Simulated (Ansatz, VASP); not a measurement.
One calculation of NaH, two programs

```
Na H
1.0
     0.00000    2.41604    2.41604
     2.41604    0.00000    2.41604
     2.41604    2.41604    0.00000
Na H
1 1
Direct
  0.00000 0.00000 0.00000
  0.50000 0.50000 0.50000
```

Alike in both runs: functional PBE; k mesh 8 × 8 × 8; occupations gaussian, width 0.02 eV; no spin polarisation.

Ansatz relaxed the structure, and its values are those at the end. VASP's run is a single point on that final structure, the one shown.

|  | VASP | Ansatz |
| --- | --- | --- |
| version | VASP 6.6.1 | Ansatz 0.2.0 |
| potentials or method | VASP PAW PBE potentials, release 64 (Na_pv, H) | scalar-relativistic, plane waves, PAW |
| plane-wave cutoff (eV) | 520 | 420 |
| valence electrons in the cell | 8 | 10 |

|  | VASP | Ansatz | Ansatz less VASP |
| --- | --- | --- | --- |
| gap on the k mesh at the Fermi level (eV) | 3.76 | 3.76 | +0.002 |
| least direct gap on the mesh (eV) | 4.62 | 4.62 | +0.005 |
| pressure (GPa) | 0.0 | 0.0 | +0.03 |

The two sets of potentials don't hold the same shells in valence.

A k mesh can miss the band edges. A hybrid or GW would open this gap; PBE tends to underestimate it.
